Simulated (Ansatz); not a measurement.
Runs of Ansatz 0.2.0 on Zn. Symmetry: P6_3/mmc, No. 194, hexagonal system. The conventional cell has a = 2.670 Å, b = 2.670 Å, c = 4.966 Å, α = 90.00°, β = 90.00°, γ = 120.00°. Zn (site symmetry -6m2) has 12 Zn at 2.67 to 2.92 Å as nearest neighbours. 

| task | level | potentials or basis | spin | k mesh | cutoff (eV) | smearing | basis error allowed | mesh quality | gap on the mesh (eV) | pressure (GPa) |
| --- | --- | --- | --- | --- | --- | --- | --- | --- | --- | --- |
| phonons | PBEsol-PBE | all-electron LAPW, scalar-relativistic | collinear, ferromagnetic start | 11 × 11 × 6 | 306 | fermi-dirac 0.05 eV | 0.0005 eV/atom | not flagged | none | - |
| single point | LDA | all-electron LAPW, scalar-relativistic | off | 11 × 11 × 6 | 264 | gaussian 0.02 eV | 0.001 eV/atom | not flagged | none | -9.1 |
| band structure | PBEsol | all-electron LAPW, non-relativistic | off | 11 × 11 × 6 | 264 | fermi-dirac 0.05 eV | 0.001 eV/atom | not flagged | - | -3.6 |
| band structure | PBE | all-electron LAPW, scalar-relativistic | off | 11 × 11 × 6 | 264 | fermi-dirac 0.05 eV | 0.001 eV/atom | not flagged | - | -0.7 |
| single point | PBE | all-electron LAPW, scalar-relativistic | off | 11 × 11 × 6 | 264 | gaussian 0.05 eV | 0.001 eV/atom | not flagged | none | -0.7 |
| band structure | PBEsol | all-electron LAPW, scalar-relativistic | off | 11 × 11 × 6 | 264 | fermi-dirac 0.05 eV | 0.001 eV/atom | not flagged | - | -5.6 |
| band structure | LDA | all-electron LAPW, scalar-relativistic | off | 11 × 11 × 6 | 264 | fermi-dirac 0.05 eV | 0.001 eV/atom | not flagged | - | -9.1 |
| single point | PBE | all-electron LAPW, scalar-relativistic | off | 11 × 11 × 6 | 264 | methfessel-paxton 0.2 eV | 0.001 eV/atom | not flagged | none | -0.7 |
| single point | RPBE | all-electron LAPW, scalar-relativistic | off | 11 × 11 × 6 | 264 | gaussian 0.05 eV | 0.001 eV/atom | not flagged | none | (a) |
| single point | PBE | all-electron LAPW, scalar-relativistic | off | 4 × 4 × 2 | 232 | fermi-dirac 0.04 eV | 0.003 eV/atom | coarse | none | -2.6 |
| band structure | PBEsol | all-electron PAW datasets made for the crystal | off | 11 × 11 × 6 | 260 | fermi-dirac 0.05 eV | - | not flagged | - | -5.6 |

Alike in all rows: cell as given.

Question: Fill in the values left out.

Answer: (a) 2.4.

Caveats: some runs use coarse meshes; the program listed the state as in doubt (some runs).

A k mesh can miss the band edges.

A gap of «none» marks a metal or a gap under the smearing width.

Not every run made on this cell is shown here.
